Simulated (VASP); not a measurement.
# Sm (I4/mmm) in VASP: notebook, part 2 of 2

VASP 6.6.1.

## 3. Single point, PBE, collinear spin, ferromagnetic start

Input file INCAR:

```
SYSTEM = Sm
PREC = Normal
ENCUT = 460
EDIFF = 1E-6
ISMEAR = 1
SIGMA = 0.2
LREAL = .False.
LASPH = .True.
NELM = 100
ALGO = Normal
ISIF = 2
LWAVE = .False.
LCHARG = .False.
ISPIN = 2
MAGMOM = 5
LORBIT = 11
LMAXMIX = 6
GGA = PE
ADDGRID = .False.
```

Input file KPOINTS:

```
regular mesh
0
Gamma
  5 5 5
  0 0 0
```

Input file POSCAR:

```
Sm
1.0
   -1.8173030691      1.8173030691      2.5609871902
    1.8173030691     -1.8173030691      2.5609871902
    1.8173030691      1.8173030691     -2.5609871902
Sm
1
Direct
    0.0000000000      0.0000000000      0.0000000000
```

Potentials or basis: VASP PAW PBE potentials, release 64 (Sm).

Started as:

```bash
cat potpaw_PBE.64/Sm/POTCAR > POTCAR
mpirun -np 1 vasp_std > vasp.out
```

OUTCAR:

```text
SYSTEM = Sm
   PREC = Normal
   ENCUT = 460
   EDIFF = 1E-6
   ISMEAR = 1
   LREAL = .False.
   LASPH = .True.
   NELM = 100
   ISIF = 2
   ISPIN = 2
   LORBIT = 11
   GGA = PE

 Found     18 irreducible k-points:

 Following reciprocal coordinates:
            Coordinates               Weight
  0.000000  0.000000  0.000000      1.000000
  0.200000  0.000000 -0.000000      8.000000
  0.400000  0.000000  0.000000      8.000000
  0.200000  0.200000 -0.000000      8.000000
  0.400000  0.200000 -0.000000     16.000000
 -0.400000  0.200000  0.000000     16.000000
   k-points           NKPTS =     18   k-points in BZ     NKDIM =     18   number of bands    NBANDS=     15
   number of dos      NEDOS =    301   number of ions     NIONS =      1
   total plane-waves  NPLWV =   8000
   dimension x,y,z NGX =    20 NGY =   20 NGZ =   20
   dimension x,y,z NGXF=    40 NGYF=   40 NGZF=   40
   ions per type =               1
   NGX,Y,Z   is equivalent  to a cutoff of   9.16,  9.16,  9.16 a.u.
   NGXF,Y,Z  is equivalent  to a cutoff of  18.33, 18.33, 18.33 a.u.
 SYSTEM =  Sm
   PREC   = normal    normal or accurate (medium, high low for compatibility)
   ISTART =      0    job   : 0-new  1-cont  2-samecut
   ICHARG =      2    charge: 1-file 2-atom 10-const
   ISPIN  =      2    spin polarized calculation?
   LNONCOLLINEAR =      F non collinear calculations
   LSORBIT =      F    spin-orbit coupling
   LASPH  =      T    aspherical Exc in radial PAW
   ENCUT  =  460.0 eV  33.81 Ry    5.81 a.u.   6.34  6.34  6.34*2*pi/ulx,y,z
   NELM   =    100;   NELMIN=  2; NELMDL= -5     # of ELM steps
   EDIFF  = 0.1E-05   stopping-criterion for ELM
   LREAL  =      F    real-space projection
   EDIFFG = 0.1E-04   stopping-criterion for IOM
   NSW    =      0    number of steps for IOM
   IBRION =     -1    ionic relax: 0-MD 1-quasi-New 2-CG
   NFREE  =      0    steps in history (QN), initial steepest desc. (CG)
   ISIF   =      2    stress and relaxation
   ISYM   =      2    0-nonsym 1-usesym 2-fastsym
   POTIM  = 0.5000    time-step for ionic-motion
   TEBEG  =    0.0;   TEEND  =   0.0 temperature during run
   PSTRESS=    0.0 pullay stress
   NELECT =      16.0000    total number of electrons
   NUPDOWN=      -1.0000    fix difference up-down
   EMIN   =  10.00;   EMAX   =-10.00  energy-range for DOS
   EFERMI =   0.00;   METHOD = LEGACY
   ISMEAR =     1;   SIGMA  =   0.20  broadening in eV -4-tet -1-fermi 0-gaus
   EFERMI_NEDOS =   21; number of points for ismear=-14 and -15
   IALGO  =     38    algorithm
   IMIX   =      4    mixing-type and parameters
     AMIX     =   0.40;   BMIX     =  1.00
[... 51 lines left out ...]
     12       2.9431      1.03510
     13       4.8314     -0.00000
     14       4.8314     -0.00000
[... 77 lines left out ...]
      2     -16.8009      1.00000
      3     -16.3062      1.00000
      4     -16.2580      1.00000
      5       1.2432      1.00000
      6       2.5510      1.00004
      7       2.7065      1.00211
      8       2.7079      1.00217
      9       2.8103      1.01286
     10       2.8242      1.01551
     11       3.0899      0.83808
     12       3.0976      0.81401
     13       3.5623     -0.01033
     14       4.4178     -0.00000
     15       6.0558     -0.00000

 [... further k-points ...]

 spin component 2

 k-point     1 :       0.0000    0.0000    0.0000
  band No.  band energies     occupation
      1     -34.1640      1.00000
      2     -13.8995      1.00000
      3     -13.8995      1.00000
      4     -13.8987      1.00000
      5      -0.0530      1.00000
      6       6.1184     -0.00000
      7       6.2340     -0.00000
      8       6.2340     -0.00000
      9       6.2652     -0.00000
     10       6.7203     -0.00000
     11       6.7203     -0.00000
     12       6.7275     -0.00000
     13       7.3676      0.00000
     14       7.3677      0.00000
[... 77 lines left out ...]
      2     -14.7360      1.00000
      3     -14.1817      1.00000
      4     -14.1281      1.00000
      5       2.7041      1.00200
      6       4.3183     -0.00000
      7       5.2449     -0.00000
      8       6.6365     -0.00000
      9       6.7677     -0.00000
     10       6.8465     -0.00000
     11       6.9549     -0.00000
     12       6.9963     -0.00000
     13       7.1058     -0.00000
     14       7.2737      0.00000
     15       7.9447      0.00000

 [... further k-points ...]
[... 5 lines left out ...]
  --------------------------------------------------------------------------------------
  -------------------------------------------------------------------------------------
  Total        0.6066186      0.6066186      0.6034795      0.0000000      0.0000000      0.0000000
  in kB       28.7279185     28.7279185     28.5792623      0.0000000      0.0000000      0.0000000
  external PRESSURE =      28.6783664 kB  Pullay stress =       0.0000000 kB

 VOLUME and BASIS-vectors are now :
 -----------------------------------------------------------------------------
  energy-cutoff  :      460.00
  volume of cell :       33.83
      direct lattice vectors                 reciprocal lattice vectors
    -1.817303069  1.817303069  2.560987190     0.000000000  0.275132975  0.195237212
     1.817303069 -1.817303069  2.560987190     0.275132975  0.000000000  0.195237212
     1.817303069  1.817303069 -2.560987190     0.275132975  0.275132975  0.000000000

 POSITION                                       TOTAL-FORCE (eV/Angst)
 -----------------------------------------------------------------------------------
      0.00000      0.00000      0.00000        -0.000000     -0.000000     -0.000000
 -----------------------------------------------------------------------------------
    total drift:                                0.000000     -0.000000     -0.000000

  FREE ENERGIE OF THE ION-ELECTRON SYSTEM (eV)
  ---------------------------------------------------
  free  energy   TOTEN  =        -9.2895667160 eV

  energy  without entropy=       -9.2740726540  energy(sigma->0) =       -9.28440203

 total charge

# of ion       s       p       d       f       tot
--------------------------------------------------
    1        2.079   5.613   0.461   5.525  13.679

 magnetization (x)

# of ion       s       p       d       f       tot
--------------------------------------------------
    1        0.001  -0.051   0.313   5.521   5.785
```

Run time: 17 s. Hardware: 1 thread of Intel Xeon Platinum 8488C (Sapphire Rapids), shared host; peak memory 0.14 GiB.

These settings aren't checked as converged: the numbers below hold their error.

Results:

| Item | Value |
| --- | --- |
| Free energy | -9.2896 eV |
| Pressure | 2.9 GPa |
| Band gap on the k mesh | none (metal or under the smearing width) |
| Net moment | 6.78 μB per cell |
| Site moments | Sm +5.79 μB |
| Valence electrons inside the program's atomic spheres | Sm 13.68 |

Caveat: the k mesh is coarse (spacing up to 0.49 Å⁻¹), so the values aren't converged; the magnetic or orbital state may not be the lowest; spin-orbit coupling is left out, which moves the levels of the heavy elements.

## 4. Single point, PBE, collinear spin, ferromagnetic start

INCAR is that of step 3.

KPOINTS is that of step 3.

Input file POSCAR:

```
Sm
1.0
   -1.8424340000      1.8281900000      2.5309280000
    1.8521830000     -1.8921630000      2.5832430000
    1.7732950000      1.8230240000     -2.5763240000
Sm
1
Direct
    0.0008670000     -0.0165060000      0.0081580000
```

Started as:

```bash
cat potpaw_PBE.64/Sm/POTCAR > POTCAR
mpirun -np 1 vasp_std > vasp.out
```

It took 50 s on 1 thread of Intel Xeon Platinum 8488C (Sapphire Rapids), shared host; peak memory 0.17 GiB.

The run converged, but some of its settings lie outside the range that counts as converged, so its numbers aren't taken as properties of the crystal.

Results:

* Free energy: -9.2870 eV
* Pressure: 2.7 GPa
* Band gap on the k mesh: none (metal or under the smearing width)
* Net moment: 6.76 μB per cell
* Site moments: Sm +5.78 μB
* Valence electrons inside the program's atomic spheres: Sm 13.68

Caveat: the k mesh is coarse (spacing up to 0.50 Å⁻¹), so the values aren't converged; the magnetic or orbital state may not be the lowest; spin-orbit coupling is left out, which moves the levels of the heavy elements.

## 5. For comparison

An earlier run on the cell as given: functional PBE; potentials or basis VASP PAW PBE potentials, release 64 (Sm); cutoff 520 eV; k mesh 10 × 10 × 10; occupations fermi-dirac, width 0.05 eV; collinear spin, ferromagnetic start; starting moments [5.0] μB.

- Pressure: 2.8 GPa
- Band gap on the k mesh: none (metal or under the smearing width)
- Net moment: 6.56 μB per cell
- Site moments: Sm +5.71 μB
- Valence electrons inside the program's atomic spheres: Sm 13.66
